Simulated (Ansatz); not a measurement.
Se: the change of pressure with volume per atom

Equation of state of a cubic crystal from periodic Kohn-Sham density functional theory without spin; pressure corrected for the finite basis. The results are calculated, by Ansatz 0.2.0 development build.

Cell of the first row (space group Fd-3m, No. 227):
```
cell vectors (Å)
   0.0000     3.0797     3.0797
   3.0797     0.0000     3.0797
   3.0797     3.0797     0.0000
atoms (fractions of the cell vectors)
Se  0.00000  0.00000  0.00000
Se  0.25000  0.25000  0.25000
```

Settings of every row: formula Se; structure type diamond; functional r2SCAN; spin treatment none; k mesh 9x9x9; occupation method fermi-dirac; occupation width 0.1 eV; wave cutoff 700 eV; datasets hard PAW; density cutoff ratio 4; xc grid level 2.

Limits: a cubic model structure, not a phase known at ambient conditions; modest k-mesh, values are not fully converged in k; pseudopotentials made with PBE, not this functional; the SCF threshold is loose for a stress in some rows.

| row | volume per atom (Å³) | pressure (GPa) | energy above lowest point (meV/atom) |
| --- | --- | --- | --- |
| 1 | 29.209 | 2.975 | 16.56 |
| 2 | 30.161 | 1.355 | 3.82 |
| 3 | 31.114 | ? | ? |
| 4 | 32.066 | -1.223 | 3.83 |
| 5 | 33.019 | -2.239 | 14.2 |

Question: what pressure should row 3 give?

Worked fit of pressure. Take u = (V_r/V)^(2/3) − 1 with V_r = 31.114 Å³ an atom, which is twice the finite (Eulerian) strain; such expansions in the strain, on which the Birch-Murnaghan equation of state is built, carry the rest volume and the bulk modulus. The shown rows have u = 0.04302, 0.02096, -0.01989, -0.03884. Least squares give pressure = −0.0353 + 63.002 × u + 161.76 × u² GPa; a straight line predicts inner rows, each left out in turn, worse (root mean square 0.16 against 0.0034 GPa). The rows lie off it by 0.001, -0.001, 0.001, -0.001. The pressure vanishes at u = 0.0006, or V = 31.09 Å³ an atom, and there the bulk modulus at fixed shape and fractions is B = −V dP/dV = (2/3)(1 + u) dP/du = 42.1 GPa. The withheld row has u = 0, so the fit gives −0.0353 + 63.002 × (0) + 161.76 × (0)² = -0.035 GPa.

The calculation gave -0.035 GPa. The fit meets it to the printed digit.

The other values of row 3: energy above lowest point 0 meV/atom.
